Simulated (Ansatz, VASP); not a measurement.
**Two plane-wave programs on BN**

File POSCAR:

```
BN
1.0
    1.2504661009     -2.1658708198      0.0000000000
   -3.7513983025     -2.1658708199      0.0000000000
    0.0000000000      0.0000000000     -6.8740551044
B N
4 4
Direct
    0.5000000000      0.8333333333      0.7500000000
    0.0000000000      0.3333333333      0.7500000000
    1.0000000000      0.6666666667      0.2500000000
    0.5000000000      0.1666666667      0.2500000000
    0.5000000000      0.8333333333      0.2500000000
    0.0000000000      0.3333333333      0.2500000000
    1.0000000000      0.6666666667      0.7500000000
    0.5000000000      0.1666666667      0.7500000000
```

File INCAR.step1:

```
SYSTEM = BN
PREC = Accurate ; ENCUT = 520
ISMEAR = 0 ; SIGMA = 0.1
LREAL = .False. ; LASPH = .True.
NELM = 80 ; NBANDS = 26
GGA = PE ; ALGO = Normal
EDIFF = 1E-4 ; LWAVE = .True.
LCHARG = .False.
```

The input INCAR.step2:

```
SYSTEM = BN
PREC = Accurate ; ENCUT = 520
EDIFF = 1E-6 ; ISMEAR = 0
SIGMA = 0.1 ; LREAL = .False.
LASPH = .True. ; NELM = 80
ALGO = Normal ; ISIF = 2
LWAVE = .False. ; LCHARG = .False.
METAGGA = R2SCAN ; LMIXTAU = .True.
NBANDS = 26 ; ISTART = 1
```

The input KPOINTS:

```
Automatic mesh
0
Gamma
  8 4 4
  0 0 0
```

Input for Ansatz:

```yaml
crystal:
  lattice:
    - [1.2504661009, -2.1658708198, 0.0]
    - [-3.7513983025, -2.1658708199, 0.0]
    - [0.0, 0.0, -6.8740551044]
  atoms:
    - { symbol: B, position: [0.5, 0.8333333333, 0.75] }
    - { symbol: B, position: [0.0, 0.3333333333, 0.75] }
    - { symbol: B, position: [1.0, 0.6666666667, 0.25] }
    - { symbol: B, position: [0.5, 0.1666666667, 0.25] }
    - { symbol: "N", position: [0.5, 0.8333333333, 0.25] }
    - { symbol: "N", position: [0.0, 0.3333333333, 0.25] }
    - { symbol: "N", position: [1.0, 0.6666666667, 0.75] }
    - { symbol: "N", position: [0.5, 0.1666666667, 0.75] }
basis:
  ecutwfc: 500
kpoints:
  mp_grid: { grid: [8, 4, 4] }
hamiltonian:
  xc: r2scan
scf:
  occupations: { method: gaussian, width: 0.1 }
output:
  forces: true
  stress: true
  eigenvalues: true
```

Alike in both runs: task single point; functional r2SCAN; k mesh 8 × 4 × 4; occupations gaussian, width 0.1 eV; no spin polarisation.

|  | VASP | Ansatz |
| --- | --- | --- |
| version | VASP 6.6.1 | Ansatz 0.2.0 |
| potentials or method | VASP PAW PBE potentials, release 64 (B, N) | scalar-relativistic, plane waves, PAW |
| plane-wave cutoff (eV) | 520 | 500 |
| valence electrons in the cell | 32 | 32 |

Ansatz gave:

```
gap on the k mesh at the Fermi level (eV)       : 4.85
least direct gap on the mesh (eV)               : 5.34
pressure (GPa)                                  : 0.0
largest component of the traceless stress (GPa) : 0.02
```

Estimate VASP's values.

gap on the k mesh at the Fermi level (eV): 4.89; least direct gap on the mesh (eV): 5.40; pressure (GPa): 0.4; largest component of the traceless stress (GPa): 0.64.

Caveats: the PAW data sets were made with another functional, which shifts forces and pressure a little (VASP). A k mesh can miss the band edges.
